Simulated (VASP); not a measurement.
# HfSiO4 (I4_1/amd) in VASP: Born charges and dielectric tensor with LDA

Aim: the Born charges and dielectric tensor of HfSiO4 with LDA.

Everything below comes from runs of VASP 6.6.1. Logs are shortened: lines on timing, memory, paths and dates and some standing lists are left out, and cuts for length are marked.

## (1) The structure

The structure is tetragonal, space group I4_1/amd (No. 141). Conventional cell: a = 6.559 Å, b = 6.559 Å, c = 5.959 Å, α = 90.00°, β = 90.00°, γ = 90.00°. Hf (site symmetry -4m2) has 8 O at 2.10 to 2.25 Å as nearest neighbours. Si (site symmetry -4m2) is surrounded by 4 O at 1.63 Å. O (site symmetry m) has 1 Si at 1.63 Å as nearest neighbours.

The cell is a database's computed one.

## (2) Born charges and dielectric tensor, LDA

INCAR reads:

```
ALGO = Normal ; EDIFF = 1E-8
ENCUT = 600 ; IBRION = 8
ISIF = 2 ; ISMEAR = 0
LASPH = T ; LCHARG = F
LEPSILON = T ; LREAL = F
LWAVE = F ; NELM = 100
NSW = 1 ; PREC = Accurate
SIGMA = 0.02
```

KPOINTS reads:

```
k-points
0
Gamma
  6 6 6
```

POSCAR reads:

```
HfSiO4
1.0
   -3.2794400000      3.2794400000      2.9794000000
    3.2794400000     -3.2794400000      2.9794000000
    3.2794400000      3.2794400000     -2.9794000000
Hf Si O
2 2 8
Direct
    0.0000000000      0.0000000000      0.0000000000
    0.7500000000      0.2500000000      0.5000000000
    0.2500000000      0.7500000000      0.5000000000
    0.5000000000      0.5000000000      0.0000000000
    0.1321300000      0.3174500000      0.8146800000
    0.0674500000      0.7527700000      0.6853200000
    0.0674500000      0.3821300000      0.3146800000
    0.5027700000      0.3174500000      0.1853200000
    0.6825500000      0.4972300000      0.8146800000
    0.6178700000      0.9325500000      0.6853200000
    0.2472300000      0.9325500000      0.3146800000
    0.6825500000      0.8678700000      0.1853200000
```

Potentials or basis: VASP PAW LDA potentials, release 64 (Hf_pv, Si, O).

Launch:

```sh
> cat potpaw_LDA.64/Hf_pv/POTCAR potpaw_LDA.64/Si/POTCAR potpaw_LDA.64/O/POTCAR > POTCAR
> mpirun -np 1 vasp_std > vasp.out
```

OUTCAR:

```text
EDIFF = 1E-8
   ENCUT = 600
   IBRION = 8
   ISIF = 2
   ISMEAR = 0
   LASPH = T
   LEPSILON = T
   LREAL = F
   NELM = 100
   NSW = 1
   PREC = Accurate

 ion  position               nearest neighbor table
   1  0.000  0.000  0.000-   7 2.10  10 2.10   6 2.10  11 2.10   5 2.25  12 2.25   8 2.25   9 2.25
                             4 2.98   4 2.98   2 3.60   2 3.60   2 3.60   2 3.60
   2  0.750  0.250  0.500-   5 2.10  12 2.10   9 2.10   8 2.10  10 2.25   7 2.25   6 2.25  11 2.25
                             3 2.98   3 2.98   1 3.60   1 3.60   1 3.60   1 3.60
   3  0.250  0.750  0.500-   6 1.63  11 1.63  10 1.63   7 1.63   2 2.98   2 2.98
   4  0.500  0.500  0.000-   8 1.63   9 1.63   5 1.63  12 1.63   1 2.98   1 2.98
   5  0.132  0.317  0.815-   4 1.63   2 2.10   1 2.25
   6  0.067  0.753  0.685-   3 1.63   1 2.10   2 2.25
   7  0.067  0.382  0.315-   3 1.63   1 2.10   2 2.25
   8  0.503  0.317  0.185-   4 1.63   2 2.10   1 2.25
   9  0.683  0.497  0.815-   4 1.63   2 2.10   1 2.25
  10  0.618  0.933  0.685-   3 1.63   1 2.10   2 2.25
  11  0.247  0.933  0.315-   3 1.63   1 2.10   2 2.25
  12  0.683  0.868  0.185-   4 1.63   2 2.10   1 2.25
[... 1584 lines left out ...]
 10X    -0.196518    0.000000    0.000000    1.365206    0.000000    0.000000    2.628207    0.000000    0.000000   -0.734310    0.000000    0.000000   -0.253923    0.000000    0.000000    0.488918   -1.032648   -1.412272    0.488918    1.032648    1.412272    0.446479    0.000000    0.000000    1.016640   -0.962383    0.999249   -5.481541    0.000000    0.000000   -0.784716    0.000000    0.000000    1.016640    0.962383   -0.999249
 10Y     0.000000    2.443022    1.704537    0.000000    1.749424    0.985801    0.000000   14.158214    9.000145    0.000000   -0.419025    0.101144    0.000000    0.300015    1.785446   -1.256504    0.487359    1.078017    1.256504    0.487359    1.078017    0.000000    0.733253    0.401391   -1.353709    1.016276   -0.986897    0.000000  -30.441640  -13.108679    0.000000    8.469468   -1.052025    1.353709    1.016276   -0.986897
 10Z     0.000000    0.833234    1.758877    0.000000    0.596872    0.402661    0.000000    8.818550   10.288507    0.000000   -0.406111   -0.467376    0.000000    1.785629    3.037728   -1.075741    1.410710    1.999165    1.075741    1.410710    1.999165    0.000000   -0.397172   -0.053193    0.989566   -0.997579    0.869481    0.000000  -13.108754  -19.828434    0.000000    1.051491   -0.876060   -0.989566   -0.997579    0.869481
 11X    -0.196518    0.000000    0.000000    1.365206    0.000000    0.000000    2.628207    0.000000    0.000000   -0.734310    0.000000    0.000000    0.446479    0.000000    0.000000    0.488918    1.032648   -1.412272    0.488918   -1.032648    1.412272   -0.253923    0.000000    0.000000    1.016640    0.962383    0.999249   -0.784716    0.000000    0.000000   -5.481541    0.000000    0.000000    1.016640   -0.962383   -0.999249
 11Y     0.000000    2.443022   -1.704537    0.000000    1.749424   -0.985801    0.000000   14.158214   -9.000145    0.000000   -0.419025   -0.101144    0.000000    0.733253   -0.401391    1.256504    0.487359   -1.078017   -1.256504    0.487359   -1.078017    0.000000    0.300015   -1.785446    1.353709    1.016276    0.986897    0.000000    8.469468    1.052025    0.000000  -30.441640   13.108679   -1.353709    1.016276    0.986897
 11Z     0.000000   -0.833234    1.758877    0.000000   -0.596872    0.402661    0.000000   -8.818550   10.288507    0.000000    0.406111   -0.467376    0.000000    0.397172   -0.053193   -1.075741   -1.410710    1.999165    1.075741   -1.410710    1.999165    0.000000   -1.785629    3.037728    0.989566    0.997579    0.869481    0.000000   -1.051491   -0.876060    0.000000   13.108754  -19.828434   -0.989566    0.997579    0.869481
 12X     1.749424    0.000000    0.985801    2.443022    0.000000    1.704537   -0.419025    0.000000    0.101144   14.158214    0.000000    9.000145    0.487359    1.256504    1.078017    0.733253    0.000000    0.401391    0.300015    0.000000    1.785446    0.487359   -1.256504    1.078017    8.469468    0.000000   -1.052025    1.016276    1.353709   -0.986897    1.016276   -1.353709   -0.986897  -30.441640    0.000000  -13.108679
 12Y     0.000000    1.365206    0.000000    0.000000   -0.196518    0.000000    0.000000   -0.734310    0.000000    0.000000    2.628207    0.000000    1.032648    0.488918    1.412272    0.000000    0.446479    0.000000    0.000000   -0.253923    0.000000   -1.032648    0.488918   -1.412272    0.000000   -0.784716    0.000000    0.962383    1.016640   -0.999249   -0.962383    1.016640    0.999249    0.000000   -5.481541    0.000000
 12Z     0.596872    0.000000    0.402661    0.833234    0.000000    1.758877   -0.406111    0.000000   -0.467376    8.818550    0.000000   10.288507    1.410710    1.075741    1.999165   -0.397172    0.000000   -0.053193    1.785629    0.000000    3.037728    1.410710   -1.075741    1.999165    1.051491    0.000000   -0.876060   -0.997579   -0.989566    0.869481   -0.997579    0.989566    0.869481  -13.108754    0.000000  -19.828434

 Eigenvectors and eigenvalues of the dynamical matrix
   1 f  =   30.007900 THz   188.545194 2PiTHz 1000.955787 cm-1   124.102645 meV
   2 f  =   28.898004 THz   181.571515 2PiTHz  963.933658 cm-1   119.512488 meV
   3 f  =   28.586979 THz   179.617284 2PiTHz  953.558965 cm-1   118.226191 meV
   4 f  =   27.665549 THz   173.827769 2PiTHz  922.823373 cm-1   114.415465 meV
   5 f  =   27.205719 THz   170.938572 2PiTHz  907.485095 cm-1   112.513761 meV
   6 f  =   27.205719 THz   170.938572 2PiTHz  907.485095 cm-1   112.513761 meV
[... 25 lines left out ...]
  32 f  =    4.636339 THz    29.130975 2PiTHz  154.651614 cm-1    19.174348 meV
  33 f  =    4.636213 THz    29.130188 2PiTHz  154.647432 cm-1    19.173829 meV
  34 f/i=    0.002035 THz     0.012786 2PiTHz    0.067877 cm-1     0.008416 meV
  35 f/i=    0.002035 THz     0.012786 2PiTHz    0.067877 cm-1     0.008416 meV
  36 f/i=    0.002299 THz     0.014444 2PiTHz    0.076681 cm-1     0.009507 meV

 MACROSCOPIC STATIC DIELECTRIC TENSOR IONIC CONTRIBUTION
 ------------------------------------------------------
           8.034289    -0.000000    -0.000000
          -0.000000     8.034289     0.000000
          -0.000000    -0.000000     7.965919
 ------------------------------------------------------

 ELASTIC MODULI CONTR FROM IONIC RELAXATION (kBar)
 Direction    XX          YY          ZZ          XY          YZ          ZX
 --------------------------------------------------------------------------------
 XX        -794.4576    437.9971    -90.2791     -0.0000     -0.0000     -0.0000
 YY         437.9971   -794.4576    -90.2791     -0.0000      0.0000      0.0000
 ZZ         -90.2791    -90.2791   -136.5899      0.0000     -0.0000     -0.0000
 XY          -0.0000      0.0000      0.0000    -10.8131     -0.0000      0.0000
 YZ          -0.0000      0.0000     -0.0000     -0.0000   -497.6583     -0.0000
 ZX          -0.0000      0.0000     -0.0000      0.0000     -0.0000   -494.1844
 --------------------------------------------------------------------------------

 PIEZOELECTRIC TENSOR IONIC CONTR  for field in x, y, z        (C/m^2)
          XX          YY          ZZ          XY          YZ          ZX
  --------------------------------------------------------------------------------
  x     0.00000     0.00000    -0.00000     0.00000    -0.00000     0.00000
  y    -0.00000     0.00000    -0.00000     0.00000     0.00000     0.00000
  z     0.00000    -0.00000     0.00000     0.00000     0.00000     0.00000
```

OSZICAR:

```text
N       E                     dE             d eps       ncg     rms          rms(c)
DAV:   1     0.518043514436E+03    0.51804E+03   -0.46428E+04  2700   0.185E+03
DAV:   2    -0.105101707175E+03   -0.62315E+03   -0.61154E+03  3447   0.419E+02
[... 13 lines left out ...]
RMM:  10    -0.367362993641E+00    0.16204E-06   -0.46706E-08 10689   0.441E-04    0.105E-04
RMM:  11    -0.367363729441E+00   -0.73580E-06   -0.13725E-09 11300   0.360E-04    0.470E-05
RMM:  12    -0.367363739767E+00   -0.10326E-07    0.11912E-07 12026   0.336E-04    0.207E-05
RMM:  13    -0.367363788509E+00   -0.48743E-07    0.20805E-09 12319   0.332E-04    0.806E-06
RMM:  14    -0.367363778182E+00    0.10327E-07   -0.55788E-08 12624   0.330E-04    0.323E-06
RMM:  15    -0.367363782751E+00   -0.45685E-08   -0.23811E-08 12901   0.329E-04    0.115E-06
 Linear response finished
```

stdout:

```text
POSCAR found type information on POSCAR HfSiO
 POSCAR found :  3 types and      12 ions
 scaLAPACK will be used
 LDA part: xc-table for (Slater(with rela. corr.)+CA(PZ))
 , standard interpolation
 POSCAR, INCAR and KPOINTS ok, starting setup
 FFT: planning ... GRIDC
 FFT: planning ... GRID_SOFT
 FFT: planning ... GRID
 WAVECAR not read
[... 45 lines left out ...]
 force on displaced ion       5 direction 1 :  -5.482   0.000  -0.000
 Born effective charge ion    5 direction 1 :  -1.158  -0.000  -0.000
 Linear response progress:
 first order change of Fermi-energy  -0.50443E+00
 force on displaced ion       5 direction 2 :  -0.000 -30.442 -13.109
 Born effective charge ion    5 direction 2 :   0.000  -3.065  -0.157
 Linear response progress:
 first order change of Fermi-energy  -0.40052E+00
 force on displaced ion       5 direction 3 :  -0.000 -13.109 -19.828
 Born effective charge ion    5 direction 3 :   0.000  -0.324  -2.213
 Born effective charges drift removed
 Linear response finished
```

Wall time 1.9 h (1 thread of Intel Xeon Platinum 8488C (Sapphire Rapids), shared host); peak memory 1.7 GiB.

What came out:

* Band gap on the k mesh: 5.31 eV, indirect (least direct gap 5.68 eV)
* Electronic dielectric tensor (diagonal): 3.90, 3.90, 4.13
* Born charges (mean of the diagonal): Hf +5.04; Si +3.54; O -2.14 e
* Highest phonon frequency at Γ, LO-TO splitting left out: 1001 cm⁻¹

Phonon frequencies in cm⁻¹ (negative: imaginary):
```
              q point                                                                                                                                 frequencies
(0.000, 0.000, 0.000)  0 0 0 155 155 163 163 213 213 248 248 256 265 285 340 340 370 370 389 399 416 416 427 528 528 552 580 620 851 851 907 907 923 954 964 1001
```

Electronic dielectric tensor:
```
3.90 0.00 0.00
0.00 3.90 0.00
0.00 0.00 4.13
```

Born effective charge tensors (e):
atom 1, Hf
```
5.27 0.00 0.00
0.00 5.27 0.00
0.00 0.00 4.58
```
atom 2, Hf
```
5.27 0.00 0.00
0.00 5.27 0.00
0.00 0.00 4.58
```
atom 3, Si
```
3.17 0.00 0.00
0.00 3.17 0.00
0.00 0.00 4.27
```
atom 4, Si
```
3.17 0.00 0.00
0.00 3.17 0.00
0.00 0.00 4.27
```
atom 5, O
```
-1.16  0.00  0.00
 0.00 -3.06 -0.32
 0.00 -0.16 -2.21
```
atom 6, O
```
-3.06  0.00  0.32
 0.00 -1.16  0.00
 0.16  0.00 -2.21
```
atom 7, O
```
-3.06  0.00 -0.32
 0.00 -1.16  0.00
-0.16  0.00 -2.21
```
atom 8, O
```
-1.16  0.00  0.00
 0.00 -3.06  0.32
 0.00  0.16 -2.21
```
atom 9, O
```
-3.06  0.00  0.32
 0.00 -1.16  0.00
 0.16  0.00 -2.21
```
atom 10, O
```
-1.16  0.00  0.00
 0.00 -3.06 -0.32
 0.00 -0.16 -2.21
```
atom 11, O
```
-1.16  0.00  0.00
 0.00 -3.06  0.32
 0.00  0.16 -2.21
```
atom 12, O
```
-3.06  0.00 -0.32
 0.00 -1.16  0.00
-0.16  0.00 -2.21
```

Caveat: spin-orbit coupling is left out, which moves the levels of the heavy elements. A k mesh can miss the band edges.
